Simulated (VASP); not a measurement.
# MgO (Fm-3m) in VASP: band structure with HSE06

Aim: the band structure of MgO with HSE06.

Program: VASP 6.6.1. These are calculated values, not measurements. Logs are shortened: lines on timing, memory, paths and dates and some standing lists are left out, and cuts for length are marked.

**The experiment to reproduce.**

“Electronic structure of alkaline earth and post-transition metal oxides”, 2009, arxiv:0908.1581 quotes, for a bulk crystal of MgO: band gap 7.83 eV.

The runs below are set against these values where they give the same quantity.

## 1. Starting point

It takes space group Fm-3m (No. 225, cubic). Conventional cell: a = 4.210 Å, b = 4.210 Å, c = 4.210 Å, α = 90.00°, β = 90.00°, γ = 90.00°. Mg (site symmetry m-3m) has 6 O at 2.10 Å as nearest neighbours. O (site symmetry m-3m) is surrounded by 6 Mg at 2.10 Å.

## 2. Band structure, HSE06

Contents of POSCAR:

```
MgO                                     
1.0
    0.0000000000      2.1048952452      2.1048952452
    2.1048952452      0.0000000000      2.1048952452
    2.1048952452      2.1048952452      0.0000000000
  Mg              O             
     1     1
Direct
     0.0000000000000000    0.0000000000000000    0.0000000000000000
     0.5000000000000000    0.5000000000000000    0.5000000000000000
```

Contents of INCAR.step1:

```
SYSTEM = MgO
PREC     = Accurate       ! precision mode
ENCUT    = 520            ! plane-wave cutoff, eV
EDIFF    = 1E-5           ! SCF threshold, eV
ISMEAR   = 0              ! smearing method
SIGMA    = 0.02           ! smearing width, eV
LREAL    = .False.        ! projectors in reciprocal space
LASPH    = .True.         ! aspherical terms in the spheres
NELM     = 80             ! most SCF steps
ALGO     = Normal         ! electronic algorithm
ISIF     = 2              ! what is computed and relaxed
LWAVE    = .True.         ! write WAVECAR
LCHARG   = .False.        ! write CHGCAR
KPAR     = 4            
GGA      = PE             ! functional
```

Contents of INCAR.step2:

```
SYSTEM = MgO
PREC     = Accurate       ! precision mode
ENCUT    = 520            ! plane-wave cutoff, eV
EDIFF    = 1E-7           ! SCF threshold, eV
ISMEAR   = 0              ! smearing method
SIGMA    = 0.02           ! smearing width, eV
LREAL    = .False.        ! projectors in reciprocal space
LASPH    = .True.         ! aspherical terms in the spheres
NELM     = 80             ! most SCF steps
ALGO     = Normal         ! electronic algorithm
ISIF     = 2              ! what is computed and relaxed
LWAVE    = .False.        ! write WAVECAR
LCHARG   = .False.        ! write CHGCAR
GGA      = PE             ! functional
LHFCALC  = .True.         ! exact exchange
HFSCREEN = 0.2            ! screening, 1/A
PRECFOCK = Fast         
KPAR     = 4            
ISTART   = 1
```

Contents of KPOINTS:

```
regular mesh
0
Gamma
  10 10 10
  0 0 0
```

Contents of KPOINTS_OPT:

```
path GXWKGLUWLK,UX
8
line-mode
reciprocal
 0.0000000000  0.0000000000  0.0000000000  G
 0.5000000000  0.0000000000  0.5000000000  X

 0.5000000000  0.0000000000  0.5000000000  X
 0.5000000000  0.2500000000  0.7500000000  W

 0.5000000000  0.2500000000  0.7500000000  W
 0.3750000000  0.3750000000  0.7500000000  K

 0.3750000000  0.3750000000  0.7500000000  K
 0.0000000000  0.0000000000  0.0000000000  G

 0.0000000000  0.0000000000  0.0000000000  G
 0.5000000000  0.5000000000  0.5000000000  L

 0.5000000000  0.5000000000  0.5000000000  L
 0.6250000000  0.2500000000  0.6250000000  U

 0.6250000000  0.2500000000  0.6250000000  U
 0.5000000000  0.2500000000  0.7500000000  W

 0.5000000000  0.2500000000  0.7500000000  W
 0.5000000000  0.5000000000  0.5000000000  L

 0.5000000000  0.5000000000  0.5000000000  L
 0.3750000000  0.3750000000  0.7500000000  K

 0.6250000000  0.2500000000  0.6250000000  U
 0.5000000000  0.0000000000  0.5000000000  X
```

Potentials or basis: VASP PAW PBE potentials, release 64 (Mg, O).

The run is started by

```console
cat potpaw_PBE.64/Mg/POTCAR potpaw_PBE.64/O/POTCAR > POTCAR
cp INCAR.step1 INCAR
mpirun -np 4 vasp_std > vasp.out
cp INCAR.step2 INCAR
mpirun -np 4 vasp_std > vasp.out
```

OUTCAR:

```text
SYSTEM = MgO
   PREC = Accurate
   ENCUT = 520
   EDIFF = 1E-7
   ISMEAR = 0
   LREAL = .False.
   LASPH = .True.
   NELM = 80
   ISIF = 2
   GGA = PE
   LHFCALC = .True.
   HFSCREEN = 0.2
   PRECFOCK = Fast
   ISTART = 1

 ion  position               nearest neighbor table
   1  0.000  0.000  0.000-   2 2.10   2 2.10   2 2.10   2 2.10   2 2.10   2 2.10
   2  0.500  0.500  0.500-   1 2.10   1 2.10   1 2.10   1 2.10   1 2.10   1 2.10

  LATTYP: Found a face centered cubic cell.
 ALAT       =     4.2097904904

  Lattice vectors:

 A1 = (   0.0000000000,   2.1048952452,   2.1048952452)
 A2 = (   2.1048952452,   0.0000000000,   2.1048952452)
 A3 = (   2.1048952452,   2.1048952452,   0.0000000000)

Analysis of symmetry for initial positions (statically):
=====================================================================
 Subroutine PRICEL returns:
 Original cell was already a primitive cell.

 Routine SETGRP: Setting up the symmetry group for a
 face centered cubic supercell.

 Subroutine GETGRP returns: Found 48 space group operations
 (whereof 48 operations were pure point group operations)
 out of a pool of 48 trial point group operations.

The static configuration has the point symmetry O_h .

Analysis of symmetry for dynamics (positions and initial velocities):
=====================================================================
 Subroutine PRICEL returns:
 Original cell was already a primitive cell.

 Routine SETGRP: Setting up the symmetry group for a
 face centered cubic supercell.

 Subroutine GETGRP returns: Found 48 space group operations
 (whereof 48 operations were pure point group operations)
 out of a pool of 48 trial point group operations.

The dynamic configuration has the point symmetry O_h .

 Subroutine INISYM returns: Found 48 space group operations
 (whereof 48 operations are pure point group operations),
 and found     1 'primitive' translations

----------------------------------------------------------------------------------------

                                     Primitive cell

  volume of cell :      18.6518

  direct lattice vectors                    reciprocal lattice vectors
     0.000000000  2.104895245  2.104895245    -0.237541512  0.237541512  0.237541512
     2.104895245  0.000000000  2.104895245     0.237541512 -0.237541512  0.237541512
     2.104895245  2.104895245  0.000000000     0.237541512  0.237541512 -0.237541512

  length of vectors
     2.976771403  2.976771403  2.976771403     0.411433968  0.411433968  0.411433968

  position of ions in fractional coordinates (direct lattice)
     0.000000000  0.000000000  0.000000000
     0.500000000  0.500000000  0.500000000

  ion indices of the primitive-cell ions
   primitive index   ion index
                 1           1
                 2           2

----------------------------------------------------------------------------------------

 KPOINTS: regular mesh

Automatic generation of k-mesh.
 Grid dimensions read from file:
 generate k-points for:   10   10   10

 Generating k-lattice:

  Cartesian coordinates                     Fractional coordinates (reciprocal lattice)
    -0.023754151  0.023754151  0.023754151     0.100000000  0.000000000  0.000000000
     0.023754151 -0.023754151  0.023754151     0.000000000  0.100000000  0.000000000
     0.023754151  0.023754151 -0.023754151     0.000000000  0.000000000  0.100000000

  Length of vectors
     0.041143397  0.041143397  0.041143397

  Shift w.r.t. Gamma in fractional coordinates (k-lattice)
     0.000000000  0.000000000  0.000000000

 Subroutine IBZKPT returns following result:
 ===========================================

 Found     47 irreducible k-points:

 Following reciprocal coordinates:
            Coordinates               Weight
  0.000000  0.000000  0.000000      1.000000
  0.100000  0.000000  0.000000      8.000000
  0.200000  0.000000  0.000000      8.000000
  0.300000  0.000000  0.000000      8.000000
  0.400000  0.000000  0.000000      8.000000
  0.500000  0.000000  0.000000      4.000000
[... 16 lines left out ...]
  0.300000  0.300000  0.000000      6.000000
  0.400000  0.300000  0.000000     24.000000
 [... further k-points ...]
   k-points           NKPTS =     47   k-points in BZ     NKDIM =   1000   number of bands    NBANDS=      8
   number of dos      NEDOS =    301   number of ions     NIONS =      2
   total plane-waves  NPLWV =  13824
   dimension x,y,z NGX =    24 NGY =   24 NGZ =   24
   dimension x,y,z NGXF=    48 NGYF=   48 NGZF=   48
   ions per type =               1   1
   NGX,Y,Z   is equivalent  to a cutoff of  13.40, 13.40, 13.40 a.u.
   NGXF,Y,Z  is equivalent  to a cutoff of  26.81, 26.81, 26.81 a.u.
 SYSTEM =  MgO
   PREC   = accura    normal or accurate (medium, high low for compatibility)
   ISTART =      1    job   : 0-new  1-cont  2-samecut
   ICHARG =      0    charge: 1-file 2-atom 10-const
   ISPIN  =      1    spin polarized calculation?
   LNONCOLLINEAR =      F non collinear calculations
   LSORBIT =      F    spin-orbit coupling
   LASPH  =      T    aspherical Exc in radial PAW
   ENCUT  =  520.0 eV  38.22 Ry    6.18 a.u.   5.53  5.53  5.53*2*pi/ulx,y,z
   NELM   =     80;   NELMIN=  2; NELMDL=  0     # of ELM steps
   EDIFF  = 0.1E-06   stopping-criterion for ELM
   LREAL  =      F    real-space projection
   EDIFFG = 0.1E-05   stopping-criterion for IOM
   NSW    =      0    number of steps for IOM
   IBRION =     -1    ionic relax: 0-MD 1-quasi-New 2-CG
   NFREE  =      0    steps in history (QN), initial steepest desc. (CG)
   ISIF   =      2    stress and relaxation
   ISYM   =      3    0-nonsym 1-usesym 2-fastsym
   POTIM  = 0.5000    time-step for ionic-motion
   TEBEG  =    0.0;   TEEND  =   0.0 temperature during run
   PSTRESS=    0.0 pullay stress
   NELECT =       8.0000    total number of electrons
   NUPDOWN=      -1.0000    fix difference up-down
   EMIN   =  10.00;   EMAX   =-10.00  energy-range for DOS
   EFERMI =   0.00;   METHOD = LEGACY
   ISMEAR =     0;   SIGMA  =   0.02  broadening in eV -4-tet -1-fermi 0-gaus
   EFERMI_NEDOS =   21; number of points for ismear=-14 and -15
   IALGO  =     38    algorithm
   IMIX   =      1    mixing-type and parameters
     AMIX     =   0.40;   BMIX     =  1.00
     AMIX_MAG =   1.60;   BMIX_MAG =  1.00
  volume/ion in A,a.u.               =       9.33        62.93
  Fermi-wavevector in a.u.,A,eV,Ry     =   1.234613  2.333081 20.738958  1.524270
  Thomas-Fermi vector in A             =   2.369296
   LORBIT       =      0    0 simple, 1 ext, 2 COOP (PROOUT), +10 PAW based schemes
   GGA     = PE    functional components
   LHFCALC =     T    Hartree Fock is set to
   PRECFOCK=fast      Normal, Fast or Accurate (Low or Medium for compatibility)
   ENCUT4O =  -1.0   cutoff for four orbital integrals eV
   NKREDX  =     1    reduce k-point grid by
   NKREDY  =     1    reduce k-point grid by
   NKREDZ  =     1    reduce k-point grid by
   AEXX    =    0.2500 exact exchange contribution
   HFSCREEN=    0.2000 screening length (either q_TF or 0.3 A-1)
   HFSCREENC=   0.2000 screening length for correlation (either q_TF or 0.3 A-1)
   ENCUTFOCK=  -1.0 apply spherical cutoff to Coloumb kernel
   IVDW    =     0    specifies the selected vdW correction
   LEPSILON=     F    determine dielectric tensor
   LRPA    =     F    only Hartree local field effects (RPA)
 non-spin polarized calculation
 Gauss-broadening in eV      SIGMA  =   0.02
  energy-cutoff  :      520.00
  volume of cell :       18.65
 maximum number of plane-waves:       531
 NGX is ok and might be reduce to    24
  NGX = 14; NGY = 14; NGZ = 14

 number of electron       8.0000005 magnetization

 Free energy of the ion-electron system (eV)
  ---------------------------------------------------
  ext. energy  EPLUGINS =         0.00000000
  ---------------------------------------------------
  free energy    TOTEN  =       -14.23116165 eV

  energy without entropy =      -14.23116165  energy(sigma->0) =      -14.23116165

 E-fermi :   2.0689     XC(G=0):  -9.0893

 val. band max:        1.9391491567   @ k =   0.0000   0.0000   0.0000
 cond. band min:       8.4163648499   @ k =   0.0000   0.0000   0.0000
 fundamental gap:      6.4772156932
 Fermi energy:         2.0688795422

 k-point     1 :       0.0000    0.0000    0.0000
  band No.  band energies     occupation
      1     -16.8959      2.00000
      2       1.9391      2.00000
      3       1.9391      2.00000
      4       1.9391      2.00000
      5       8.4164      0.00000
      6      19.7250      0.00000
      7      19.7250      0.00000
      8      19.7250      0.00000

 k-point     2 :       0.1000    0.0000    0.0000
  band No.  band energies     occupation
      1     -16.7844      2.00000
      2       1.2774      2.00000
      3       1.8653      2.00000
      4       1.8653      2.00000
      5       9.0517      0.00000
      6      18.4527      0.00000
      7      19.9801      0.00000
      8      19.9801      0.00000

 k-point     3 :       0.2000    0.0000    0.0000
  band No.  band energies     occupation
      1     -16.4779      2.00000
      2      -0.1270      2.00000
      3       1.6781      2.00000
      4       1.6781      2.00000
      5      10.3089      0.00000
      6      16.9516      0.00000
      7      20.4988      0.00000
      8      20.4988      0.00000
[... 210 lines left out ...]
 k-point    23 :       0.3000    0.3000    0.0000
  band No.  band energies     occupation
      1     -15.8511      2.00000
      2      -1.4140      2.00000
      3       0.9164      2.00000
      4       0.9164      2.00000
      5      12.7703      0.00000
      6      14.1769      0.00000
      7      18.4587      0.00000
      8      22.1580      0.00000

 k-point    24 :       0.4000    0.3000    0.0000
  band No.  band energies     occupation
      1     -15.5906      2.00000
      2      -1.8842      2.00000
      3       0.5270      2.00000
      4       0.7552      2.00000
      5      13.4703      0.00000
      6      13.9796      0.00000
      7      17.6484      0.00000
      8      22.4341      0.00000

 [... further k-points ...]

------------------------ aborting loop because EDIFF is reached ----------------------------------------

  FORCE on cell =-STRESS in cart. coord.  units (eV):
  Direction    XX          YY          ZZ          XY          YZ          ZX
  --------------------------------------------------------------------------------------
  -------------------------------------------------------------------------------------
  Total       -0.1516448     -0.1516448     -0.1516448     -0.0000000     -0.0000000     -0.0000000
  in kB      -13.0261695    -13.0261695    -13.0261695     -0.0000000     -0.0000000     -0.0000000
  external PRESSURE =     -13.0261695 kB  Pullay stress =       0.0000000 kB

 VOLUME and BASIS-vectors are now :
 -----------------------------------------------------------------------------
  energy-cutoff  :      520.00
  volume of cell :       18.65
      direct lattice vectors                 reciprocal lattice vectors
     0.000000000  2.104895245  2.104895245    -0.237541512  0.237541512  0.237541512
     2.104895245  0.000000000  2.104895245     0.237541512 -0.237541512  0.237541512
     2.104895245  2.104895245  0.000000000     0.237541512  0.237541512 -0.237541512

 POSITION                                       TOTAL-FORCE (eV/Angst)
 -----------------------------------------------------------------------------------
      0.00000      0.00000      0.00000         0.000000      0.000000      0.000000
      2.10490      2.10490      2.10490        -0.000000     -0.000000     -0.000000
 -----------------------------------------------------------------------------------
    total drift:                               -0.000000     -0.000000     -0.000000

  FREE ENERGIE OF THE ION-ELECTRON SYSTEM (eV)
  ---------------------------------------------------
  free  energy   TOTEN  =       -14.2311616539 eV

  energy  without entropy=      -14.2311616539  energy(sigma->0) =      -14.23116165
```

Wall time 8.6 min (4 MPI ranks of Intel Xeon 6975P-C (Granite Rapids), shared host); peak memory 0.32 GiB.

What came out:

```yaml
Free_energy: -14.2312 eV
Pressure: -1.3 GPa
Band_gap_on_the_k_mesh: 6.48 eV, direct
Band_gap_along_the_path: 6.48 eV, direct
```

Levels at the corners of the path, in eV from the valence-band top:
```
point  band 1  band 2  band 3  band 4  band 5  band 6  band 7  band 8
    Γ  -18.84    0.00    0.00    0.00    6.48   17.79   17.79   17.79
    X  -17.21   -4.39   -1.47   -1.47   10.88   11.89   15.40   21.42
    X  -17.21   -4.39   -1.47   -1.47   10.88   11.89   15.40   21.42
    W  -17.15   -3.17   -3.17   -1.90   13.69   13.69   14.24   17.66
    W  -17.15   -3.17   -3.17   -1.90   13.69   13.69   14.24   17.66
    K  -17.19   -3.75   -2.90   -1.25   11.95   13.84   14.72   20.44
    K  -17.19   -3.75   -2.90   -1.25   11.95   13.84   14.72   20.48
    Γ  -18.84    0.00    0.00    0.00    6.48   17.79   17.79   17.79
    Γ  -18.84    0.00    0.00    0.00    6.48   17.79   17.79   17.79
    L  -17.48   -4.94   -0.71   -0.71    9.70   14.91   18.36   18.36
    L  -17.48   -4.94   -0.71   -0.71    9.70   14.91   18.36   18.36
    U  -17.19   -3.75   -2.90   -1.25   11.95   13.83   14.72   20.51
    U  -17.19   -3.75   -2.90   -1.25   11.95   13.83   14.72   20.44
    W  -17.15   -3.17   -3.17   -1.90   13.69   13.69   14.24   17.66
    W  -17.15   -3.17   -3.17   -1.90   13.69   13.69   14.24   17.66
    L  -17.48   -4.94   -0.71   -0.71    9.70   14.91   18.36   18.36
    L  -17.48   -4.94   -0.71   -0.71    9.70   14.91   18.36   18.36
    K  -17.19   -3.75   -2.90   -1.25   11.95   13.84   14.72   20.43
    U  -17.19   -3.75   -2.90   -1.25   11.95   13.83   14.72   20.45
    X  -17.21   -4.39   -1.47   -1.47   10.88   11.89   15.40   21.42
```

Caveat: the PAW data sets were made with another functional, which shifts forces and pressure a little.

## 3. Comparison with measurements

Step 2. A measured gap of MgO is 7.83 eV (quoted in “Electronic structure of alkaline earth and post-transition metal oxides”, 2009, arxiv:0908.1581); the calculated 6.48 eV misses it by -1.35 eV. The value is that of HSE06, without temperature or zero-point motion.
